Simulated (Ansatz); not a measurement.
Input for Ansatz (plane-wave DFT, PAW):

```yaml
crystal:
  lattice:
    - [0.0, 3.00660672, 3.00660672]
    - [3.00660672, 0.0, 3.00660672]
    - [3.00660672, 3.00660672, 0.0]
  atoms:
    - { symbol: Ca, position: [0.0, 0.0, 0.0] }
    - { symbol: Se, position: [0.5, 0.5, 0.5] }
basis:
  ecutwfc: 420
kpoints:
  mp_grid: { grid: [8, 8, 8] }
hamiltonian:
  xc: pbesol
scf:
  occupations: { method: gaussian, width: 0.02 }
output:
  forces: true
  stress: true
  eigenvalues: true
```

It can be run as
```bash
ansatz run input.yaml --threads 1 --pin off --backend cpu --events-out ev --progress --plain --runs-dir out  # memory cap (--max-ram) not shown
```

Method: DFT PBEsol, scalar-relativistic, plane waves, PAW (Ansatz 0.2.0).

From the run's log, abridged (iterations and final results):

```
SCF iter   1: F=—  HF=-7222.000286 eV  |F-HF|=—  |Δ(HF+E_count)|=         —  Δρ=2.78e-3  dr2=6.10e-3  ethr=1.77e-3  ⟨swp⟩=7.3  Hψ=2927  notcnv=0
SCF iter   2: F=—  HF=-7221.998245 eV  |F-HF|=—  |Δ(HF+E_count)|=   2.04e-3  Δρ=9.93e-4  dr2=3.22e-4  ethr=2.34e-5  ⟨swp⟩=2.1  Hψ=975  notcnv=0
SCF iter   3: F=—  HF=-7221.998271 eV  |F-HF|=—  |Δ(HF+E_count)|=   2.57e-5  Δρ=3.82e-4  dr2=5.57e-5  ethr=1.24e-6  ⟨swp⟩=2.2  Hψ=895  notcnv=0
SCF iter   4: F=—  HF=-7221.998282 eV  |F-HF|=—  |Δ(HF+E_count)|=   1.15e-5  Δρ=1.09e-4  dr2=4.07e-6  ethr=2.14e-7  ⟨swp⟩=2.0  Hψ=592  notcnv=0
SCF iter   5: F=-7221.998282 eV  HF=-7221.998282 eV  |F-HF|=6.07e-8  |Δ(HF+E_count)|=   9.05e-8  Δρ=1.00e-5  dr2=8.01e-8  ethr=1.57e-8  ⟨swp⟩=2.0  Hψ=864  notcnv=0
SCF iter   6: F=-7221.998282 eV  HF=-7221.998282 eV  |F-HF|=1.53e-9  |Δ(HF+E_count)|=   1.65e-8  Δρ=2.55e-6  dr2=1.34e-9  ethr=3.08e-10  ⟨swp⟩=2.0  Hψ=1755  notcnv=0
SCF 1 converged in 6 iterations: F = -7221.998282 eV  dr2 = 1.34e-9
SCF converged after 6 iterations
Free energy (F): -7221.998282 eV
Harris-Foulkes:  -7221.998282 eV  (|F-HF|=1.53e-9)
Internal energy: -7221.998282 eV  (E = F + TS)
E sigma→0 (E₀):  -7221.998282 eV
Fermi energy:    7.442850 eV
--- Per-component energies (eV) ---
  E_band       = -527.793593
  E_kinetic    = 396.589977
  E_local      = -3269.751504  (includes V_loc(G=0)·N_el)
  E_nonlocal   = -529.114032
  E_hartree    = 1494.976079
  E_xc         = -239.869947
  E_vxc        = -269.365722  (∫ρ·V_xc dr)
  E_paw        = -2704.126874  (= ΣΔE_a)
  E_vpaw       = 153.894791  (= ΣTr[D̂ρ^β])
  E_aug_tail   = -0.000579  (compensation charges beyond the density's cutoff)
  E_ewald      = -2371.828647
  E_core_change = 1.127245  (= ΣΔE_core)
  E_smearing   =  0.000000  (= −TS)
--- Forces (eV/Å), atoms counted from 1 ---
  atom   1  Ca     0.00000000     0.00000000     0.00000000
  atom   2  Se     0.00000000     0.00000000     0.00000000
--- Stress (GPa, compression-positive) ---
       -3.272398       0.000000       0.000000
        0.000000      -3.272398       0.000000
        0.000000       0.000000      -3.272398
  P = ⅓ Tr σ = -3.2724 GPa (-32.724 kbar)
--- Band table (eV; the first three rows and the last of 29) ---
  k-point 0: bands = ["-39.4777", "-39.4777", "-39.4729", "-39.4729", "-39.4729", "-33.2879", "-14.3529", "-14.3529", "-14.3529", "-5.2432", "6.4167", "6.4167", "6.4167", "9.3470", "10.0885", "10.0885", "10.0885"]
  k-point 1: bands = ["-39.4777", "-39.4777", "-39.4729", "-39.4728", "-39.4728", "-33.2872", "-14.3668", "-14.3538", "-14.3538", "-5.1610", "5.6631", "6.1986", "6.1986", "9.8285", "10.2890", "10.2890", "10.4737"]
  k-point 2: bands = ["-39.4777", "-39.4777", "-39.4728", "-39.4728", "-39.4728", "-33.2853", "-14.4000", "-14.3562", "-14.3562", "-4.9529", "4.4794", "5.7743", "5.7743", "10.0035", "10.7788", "10.7788", "11.7941"]
  k-point 28: bands = ["-39.4778", "-39.4777", "-39.4728", "-39.4728", "-39.4727", "-33.2807", "-14.4008", "-14.4008", "-14.3853", "-4.6418", "4.5155", "4.5155", "4.8284", "10.7242", "10.7242", "11.4843", "11.9595"]
```

The calculation finished and met its thresholds.